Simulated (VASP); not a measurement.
# InAs: self-consistent run

InAs, F-43m (no. 216), 2 atoms in the cell. Slater-PW92; PAW potentials In_d, As (PBE set).

## Input

INCAR:
```
SYSTEM = InAs
ALGO = Normal ; EDIFF = 1E-7
ENCUT = 520 ; GGA = PW92
GGA_COMPAT = .False. ; ISIF = 2
ISMEAR = 0 ; LASPH = .True.
LCHARG = .False. ; LREAL = .False.
LWAVE = .False. ; NELM = 100
PREC = Accurate ; SIGMA = 0.02
```

KPOINTS:
```
k-points
0
Gamma
  7 7 7
```

POSCAR:
```
InAs
1.0
    0.0000000000      3.0180000000      3.0180000000
    3.0180000000      0.0000000000      3.0180000000
    3.0180000000      3.0180000000      0.0000000000
In As
1 1
Direct
    0.0000000000      0.0000000000      0.0000000000
    0.7500000000      0.7500000000      0.7500000000
```

Commands:
```
cat potpaw_PBE.64/In_d/POTCAR potpaw_PBE.64/As/POTCAR > POTCAR
mpirun -np 1 vasp_std > vasp.out
```

## Result

- Pressure (GPa): -0.03
- Gap on the mesh (eV): 0.000
- Fermi level (eV): 4.288

VASP 6.6.1 took 9.1 s on 1 core (Intel Xeon Platinum 8259CL @ 2.50GHz (Skylake/Cascade Lake)), a shared host.
